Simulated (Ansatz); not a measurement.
# Two Ansatz runs on CdI₂

The cell is COD entry 1539851, as deposited and not checked against the literature; nothing was relaxed. It differs from other determinations.

First run: DFT, PBE, PAW with Ansatz's default frozen-core files, scalar-relativistic (Ansatz 0.2.0).

Command: `ansatz run input.yaml --threads 1 --pin off --max-ram 4096MiB --backend cpu --events-out ev --progress --plain --runs-dir out` The run took 29 s on 1 thread of Arm Neoverse V2, with other jobs on the host, peak memory 0.51 GiB.

```yaml
crystal:
  lattice:
    - [4.2439992147, 0.0, 0.0]
    - [-2.1219996073, 3.6754111335, 0.0]
    - [0.0, 0.0, 6.859]
  atoms:
    - { symbol: Cd, position: [0.0, 0.0, 0.0] }
    - { symbol: I, position: [0.3333333333, 0.6666666667, 0.2492] }
    - { symbol: I, position: [0.6666666667, 0.3333333333, 0.7508] }
kpoints:
  mp_grid: { grid: [8, 8, 5] }
  band_path:
    path:
      - [0.0, 0.0, 0.0]
      - [0.5, 0.0, 0.0]
      - [0.3333333333, 0.3333333333, 0.0]
      - [0.0, 0.0, 0.0]
      - [0.0, 0.0, 0.5]
      - [0.5, 0.0, 0.5]
      - [0.3333333333, 0.3333333333, 0.5]
      - [0.0, 0.0, 0.5]
      - [0.5, 0.0, 0.5]
    npoints: 14
scf:
  occupations: { method: fermi_dirac, width: 0.03 }
hamiltonian:
  xc: pbe
  pseudopotentials: { kind: paw }
output:
  forces: true
  stress: true
  eigenvalues: true
  efg: { contact_densities: true }
  populations: true
  bader: true
  dos: { projected: true, de: 0.2, e_range: [-14, 8] }
  write_density: true
  write_potential: true
  elf: true
  volumetric_format: npy
```

Result: converged; pressure 1.86 GPa; largest force 0.122 eV/Å; gap on the k mesh 2.38 eV (the mesh can miss the band edges); 7 SCF iterations.

No spin–orbit coupling, which matters for the heavy atoms here.

The input is then changed:

```diff
@@ -24,6 +24,8 @@
 scf:
   occupations: { method: fermi_dirac, width: 0.03 }
+  eigensolver: { kind: davidson }
+  initial_density: { chi_scale: 0.0 }
 hamiltonian:
-  xc: pbe
+  xc: pbesol
   pseudopotentials: { kind: paw }
 output:
@@ -33,9 +35,5 @@
   efg: { contact_densities: true }
   populations: true
-  bader: true
-  dos: { projected: true, de: 0.2, e_range: [-14, 8] }
-  write_density: true
-  write_potential: true
-  elf: true
-  volumetric_format: npy
+basis:
+  precision: f64
```

(1) What does the second run give?

Results:

(1) It converged; pressure -0.40 GPa; largest force 0.095 eV/Å; gap on the k mesh 2.30 eV (the mesh can miss the band edges); 8 SCF iterations.
